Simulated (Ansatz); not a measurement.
A Ca vacancy in rocksalt CaS, 63 atoms, charge −2

These are results of DFT, PBEsol, PAW, plane waves (Ansatz 0.2.0), not measurements.

Command:

```sh
ansatz run in.yaml --threads 8 --pin off --max-ram 118750MiB --runs-dir r --events-out ev --progress --plain --backend cuda --devices 0, --max-vram 170GiB
```

The input less its lattice and atoms:

```yaml
crystal:
  symmetry: { detect: false }
kpoints:
  mp_grid: { grid: [1, 1, 1], shift: [0.25, 0.25, 0.25] }
hamiltonian:
  xc: pbesol
total_charge: -2
scf:
  occupations: { method: fermi_dirac, width: 0.01 }
relax:
  f_tol: 0.03
  max_steps: 80
  escape_saddle: false
  adjacent_minimum: "off"
output:
  forces: true
  eigenvalues: true
  populations: true
  charged_corrections: { epsilon: 9.3 }
```

Start:

```xyz
63
Lattice="11.2664 0.0000 0.0000 0.0000 11.2664 0.0000 0.0000 0.0000 11.2664" Properties=species:S:1:pos:R:3 pbc="T T T"
S     2.8168    0.0266   11.2662
S     2.8503   11.2553    5.6191
S     2.8146    5.6205   11.2397
S     2.8289    5.6286    5.6465
S     8.4485    0.0143    0.0032
S     8.4454    0.0191    5.6309
S     8.4696    5.6176    0.0151
S     8.4696    5.6136    5.5942
S     0.0245    2.8604   11.2524
S     0.0069    2.8255    5.6431
S    11.2608    8.4635    0.0124
S     0.0060    8.4480    5.6470
S     5.6278    2.8093   11.2503
S     5.6581    2.7837    5.6316
S     5.6223    8.4219    0.0166
S     5.6409    8.4392    5.5809
S    11.2607    0.0002    2.8117
S     0.0002    0.0304    8.4655
S     0.0149    5.6651    2.7991
S     0.0058    5.6265    8.4562
S     5.6343    0.0416    2.8305
S     5.6421    0.0307    8.4487
S     5.6147    5.6533    2.8265
S     5.6090    5.6105    8.4526
S     2.7851    2.8046    2.8112
S     2.8117    2.7965    8.4275
S     2.7798    8.4515    2.7989
S     2.8096    8.4469    8.4086
S     8.4571    2.7948    2.8126
S     8.4311    2.8009    8.4582
S     8.4633    8.4441    2.8271
S     8.4642    8.4292    8.4738
Ca    0.0382    0.0003   11.2640
Ca    0.0017   11.2587    5.6222
Ca    0.0222    5.6053    0.0292
Ca   11.2512    5.6434    5.6159
Ca    5.6216   11.2299    0.0070
Ca    5.6494    0.0207    5.6377
Ca    5.5864    5.6455   11.2499
Ca    2.8443    2.8625   11.2320
Ca    2.8326    2.8492    5.6398
Ca    2.8379    8.4202    0.0035
Ca    2.8186    8.4610    5.6561
Ca    8.4257    2.8259   11.2382
Ca    8.4510    2.8449    5.6510
Ca    8.4381    8.4210    0.0176
Ca    8.4236    8.4550    5.6385
Ca    2.8099    0.0277    2.8179
Ca    2.8142    0.0401    8.4755
Ca    2.8306    5.6450    2.8031
Ca    2.7839    5.6107    8.4201
Ca    8.4592    0.0073    2.8044
Ca    8.4233    0.0113    8.4334
Ca    8.4436    5.6204    2.8296
Ca    8.4289    5.6211    8.4443
Ca    0.0123    2.8023    2.8258
Ca    0.0081    2.8340    8.4268
Ca   11.2635    8.4689    2.8305
Ca   11.2539    8.4411    8.4611
Ca    5.6277    2.8220    2.7888
Ca    5.6816    2.8047    8.4460
Ca    5.6151    8.4541    2.8085
Ca    5.6354    8.4697    8.4626
```

Steps:

```tsv
step	energy less the first (eV)	largest force component (eV/Å)
start	0.000	0.698
1	-0.229	0.616
2	-0.668	0.037
3	-0.669	0.003
```

A structure on the way, about -0.23 eV from the start:

```xyz
63
Lattice="11.2664 0.0000 0.0000 0.0000 11.2664 0.0000 0.0000 0.0000 11.2664" Properties=species:S:1:pos:R:3 pbc="T T T"
S     2.8131   11.2539   11.2560
S     2.7622    0.0022    5.6348
S     2.7858    5.6413    0.0022
S     2.6524    5.6386    5.6197
S     8.4563   11.2560   11.2647
S     8.5031   11.2490    5.6443
S     8.4721    5.6338   11.2584
S     8.6180    5.6363    5.6491
S    11.2660    2.7993   11.2663
S     0.0043    2.7767    5.6281
S     0.0071    8.4670   11.2551
S    11.2596    8.5029    5.6363
S     5.6327    2.7821    0.0061
S     5.6347    2.6657    5.6302
S     5.6255    8.5016   11.2533
S     5.6381    8.6149    5.6571
S     0.0036    0.0116    2.8115
S     0.0013   11.2618    8.4572
S     0.0037    5.6250    2.7823
S    11.2609    5.6362    8.4830
S     5.6302   11.2636    2.7507
S     5.6380   11.2398    8.4969
S     5.6281    5.6256    2.6367
S     5.6409    5.6428    8.6104
S     2.7958    2.8010    2.7781
S     2.7886    2.7895    8.4755
S     2.7966    8.4898    2.7744
S     2.7919    8.4922    8.4961
S     8.4855    2.7989    2.7762
S     8.4791    2.7984    8.4720
S     8.4717    8.4902    2.7787
S     8.4578    8.4819    8.4711
Ca   11.2575    0.0059   11.2565
Ca    0.0079    0.0074    5.6471
Ca   11.2472    5.6280    0.0000
Ca    0.0202    5.6425    5.6257
Ca    5.6413    0.0235    0.0073
Ca    5.6251   11.2594    5.6104
Ca    5.6455    5.6288    0.0002
Ca    2.8258    2.8243   11.2650
Ca    2.9211    2.9132    5.6263
Ca    2.8046    8.4441   11.2587
Ca    2.9089    8.3717    5.6425
Ca    8.4462    2.8277    0.0121
Ca    8.3586    2.8984    5.6079
Ca    8.4575    8.4301    0.0035
Ca    8.3517    8.3546    5.6185
Ca    2.8427    0.0063    2.8378
Ca    2.8244   11.2649    8.4180
Ca    2.8998    5.6436    2.9244
Ca    2.9021    5.6461    8.3400
Ca    8.4267    0.0120    2.8270
Ca    8.4545   11.2619    8.4466
Ca    8.3590    5.6365    2.8997
Ca    8.3557    5.6452    8.3628
Ca   11.2655    2.8472    2.8231
Ca   11.2652    2.8275    8.4371
Ca    0.0007    8.4291    2.8216
Ca   11.2651    8.4383    8.4401
Ca    5.6447    2.8976    2.9127
Ca    5.6245    2.9054    8.3550
Ca    5.6341    8.3634    2.9269
Ca    5.6192    8.3419    8.3376
```

End:

```
S Ca
1.0
    11.26644    0.00000    0.00000
     0.00000   11.26644    0.00000
     0.00000    0.00000   11.26644
S Ca
32 31
Cartesian
  2.8086 0.0027 11.2642
  2.7954 0.0025 5.6311
  2.7955 5.6359 11.2642
  2.7187 5.6361 5.6312
  8.4583 0.0016 11.2636
  8.4714 0.0019 5.6304
  8.4715 5.6348 11.2638
  8.5480 5.6347 5.6303
  0.0008 2.8106 11.2642
  0.0005 2.7973 5.6310
  11.2662 8.4603 11.2636
  11.2663 8.4734 5.6305
  5.6340 2.7973 11.2641
  5.6341 2.7208 5.6312
  5.6329 8.4734 11.2639
  5.6327 8.5501 5.6304
  0.0006 0.0025 2.8059
  11.2663 0.0018 8.4556
  0.0005 5.6357 2.7927
  0.0000 5.6350 8.4687
  5.6338 0.0024 2.7927
  5.6331 0.0020 8.4688
  5.6340 5.6359 2.7164
  5.6330 5.6349 8.5455
  2.8104 2.8123 2.8075
  2.8095 2.8115 8.4556
  2.8091 8.4605 2.8067
  2.8084 8.4597 8.4550
  8.4586 2.8110 2.8065
  8.4578 2.8103 8.4549
  8.4574 8.4593 2.8059
  8.4565 8.4585 8.4541
  0.0002 0.0022 11.2639
  0.0001 0.0022 5.6309
  0.0003 5.6354 11.2639
  0.0002 5.6354 5.6307
  5.6335 0.0021 11.2640
  5.6335 0.0022 5.6307
  5.6335 5.6353 11.2641
  2.8313 2.8333 11.2649
  2.8724 2.8743 5.6318
  2.8300 8.4388 11.2640
  2.8691 8.3997 5.6309
  8.4369 2.8320 11.2640
  8.3978 2.8711 5.6307
  8.4357 8.4375 11.2632
  8.3945 8.3965 5.6298
  2.8310 0.0034 2.8283
  2.8303 0.0025 8.4339
  2.8718 5.6367 2.8691
  2.8696 5.6357 8.3945
  8.4367 0.0020 2.8276
  8.4358 0.0011 8.4332
  8.3974 5.6351 2.8669
  8.3950 5.6341 8.3924
  0.0014 2.8330 2.8283
  0.0004 2.8322 8.4338
  0.0000 8.4386 2.8276
  11.2655 8.4377 8.4332
  5.6348 2.8738 2.8692
  5.6337 2.8715 8.3946
  5.6332 8.3992 2.8672
  5.6322 8.3970 8.3926
```

Self-consistency was reached.

Time: 3.3 s of wall time on one NVIDIA GB200 with 8 processor threads, on a host shared with other runs; peak host memory 1.9 GiB.

How much energy did the relaxation gain, and which atom moved most?

0.67 eV in 3 steps, from a start with small random displacements; atom 16 (S) moved 0.12 Å, the median atom 0.03 Å (drift of the whole cell removed).
